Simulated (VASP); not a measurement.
Write the native input for VASP 6.6.1 that does the following.

```yaml
Task: relaxation of cell and atoms
Functional: PBE
Dispersion: D3(BJ)
Potentials_or_basis: VASP PAW PBE potentials, release 64 (Se, In_d)
Cutoff: 600 eV
k_mesh: 9 × 9 × 1
Occupations: gaussian, width 0.03 eV
Spin: no spin polarisation
Further_INCAR_settings: ALGO = Normal; EDIFF = 1e-07; IBRION = 2; EDIFFG = -0.005; NSW = 90; ISIF = 3
```

The structure of InSe lies in POSCAR:

```
InSe                                    
1.0
    4.0274708404     -0.0000000000      0.0000000000
   -2.0137354202      3.4878920657      0.0000000000
    0.0000000000      0.0000000000     23.3577120000
  Se              In            
     2     2
Direct
     0.0000000000000000    0.0000000000000000    0.3846576372038352
     0.0000000000000000    0.0000000000000000    0.6152875318456805
     0.6666666699999979    0.3333333300000021    0.4401346639728853
     0.6666666699999979    0.3333333300000021    0.5597756369775992
```

One way to write it, as run:

INCAR

```
PREC = Accurate
ENCUT = 600
EDIFF = 1E-7
ISMEAR = 0
SIGMA = 0.03
LREAL = F
LASPH = T
NELM = 80
ALGO = Normal
ISIF = 3
LWAVE = F
LCHARG = F
GGA = PE
IVDW = 12
IBRION = 2
NSW = 90
EDIFFG = -0.005
LATTICE_CONSTRAINTS = .TRUE. .TRUE. .FALSE.
KPAR = 2
```

KPOINTS

```
regular mesh
0
Gamma
  9 9 1
```

Potentials or basis: VASP PAW PBE potentials, release 64 (Se, In_d).

The run is started by

```console
$ cat potpaw_PBE.64/Se/POTCAR potpaw_PBE.64/In_d/POTCAR > POTCAR
$ mpirun -np 2 vasp_std > vasp.out
```

Results of the run:

```
Relaxed volume                         : 82.04 Å³/atom
Relaxed cell                           : a = 4.028 Å, b = 4.028 Å, c = 23.358 Å, α = 90.00°, β = 90.00°, γ = 120.00°
Space group after relaxing (to 0.05 Å) : P-6m2 (No. 187)
Energy gained by relaxing              : 0.0 meV/atom
Ionic steps                            : 2
Largest force after relaxing           : 0.003 eV/Å
Band gap on the k mesh                 : 1.62 eV, indirect (least direct gap 1.69 eV)
Dispersion energy per atom             : -0.222 eV
```

Caveat: spin-orbit coupling is left out, which moves the levels of the heavy elements.

Run time: 96 s on 2 MPI ranks on Intel(R) Xeon(R) Platinum 8488C (Sapphire Rapids), on a shared host, peak memory 0.51 GiB a rank.
